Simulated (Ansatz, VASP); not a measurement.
**One calculation of B, two programs**

```
B
1.0
     1.89188    0.00000    0.00000
     0.00000    1.89188    0.00000
     0.00000    0.00000    1.89188
B
1
Direct
  0.00000 0.00000 0.00000
```

Alike in both runs: functional revPBE; k mesh 16 × 16 × 16; occupations fermi-dirac, width 0.1 eV; no spin polarisation.

Ansatz relaxed the structure, and its values are those at the end. VASP's run is a single point on that final structure, the one shown.

|  | VASP | Ansatz |
| --- | --- | --- |
| version | VASP 6.6.1 | Ansatz 0.2.0 |
| potentials or method | VASP PAW PBE potentials, release 64 (B) | plane waves (420 eV) with PAW, scalar-relativistic |
| plane-wave cutoff (eV) | 520 | 420 |
| valence electrons in the cell | 3 | 3 |

Ansatz gave:

| Item | Value |
| --- | --- |
| pressure (GPa) | 0.0 |

Task: What did VASP give for the same quantities?

Result: Pressure (GPa): -0.1.

Caveats: the PAW data sets were made with another functional, which shifts forces and pressure a little (VASP).
